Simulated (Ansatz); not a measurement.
**AuAl: energy against volume and a worked fit**

It takes space group Pm-3m (No. 221, cubic). The conventional cell has a = 3.224 Å, b = 3.224 Å, c = 3.224 Å, α = 90.00°, β = 90.00°, γ = 90.00°. Au (site symmetry m-3m) is surrounded by 8 Al at 2.79 Å. Al (site symmetry m-3m) has 8 Au at 2.79 Å as nearest neighbours.

The cell comes from a database or a generator and needn't be the stable form of this composition.

The cell was scaled at fixed shape and fractions and run with Ansatz, Ansatz PAW, cutoff 420 eV; PBE0, k mesh 6 × 6 × 6 on the cell of 2 atoms, fermi-dirac occupations of 0.05 eV, no spin polarisation, no spin-orbit coupling. The potentials were made for PBE. Energies are those that the program minimises, any entropy of the smearing included. For a metal such a mesh isn't converged to the digits shown.

```csv
V (Å³/atom),energy over the lowest row (meV/atom)
15.7492,8.77
16.0843,1.28
16.4194,0.00
16.7545,?
17.0896,13.54
17.4247,27.08
17.7598,44.39
```

Fit the third-order Birch-Murnaghan form, give V0, B0 and B′, and predict the energy left open.

With y = (V0/V)^(2/3), E = E0 + (9 V0 B0/16) [(y - 1)³ B′ + (y - 1)² (6 - 4y)]. Least squares through the rows shown give V0 = 16.3211 Å³/atom, E0 = -0.22 meV, B0 = 133.9 GPa (1 eV/Å³ = 160.218 GPa) and B′ = 5.10, with a largest miss of 0.02 meV. At V = 16.7545 the form with these constants gives 4.34 meV; the run gave 4.34 meV an atom.

The fitted minimum lies below the volume of the supplied cell, so that cell is slightly stretched for this functional. The curve is softer on expansion than on compression, as the positive B′ of 5.10 expresses: squeezing the cell raises the electrons' kinetic energy and the overlap repulsion involving the filled Au 5d shell, while stretching gradually weakens the metallic cohesion.

The bulk modulus of 133.9 GPa falls between those of elemental aluminium and gold, the latter being the stiffer. The equilibrium volume per atom is a little smaller than in either fcc metal, which suggests attractive Au-Al bonding, probably through mixing of Al sp with Au 6s and 5d states and some charge shift towards the more electronegative gold.

The agreement at the omitted volume shows that the curve is smooth and well described by the chosen form, but this is an interpolation close to the minimum. It tests B′ only weakly, and extrapolation to strong compression isn't supported, since just two of the fitted volumes lie below V0.
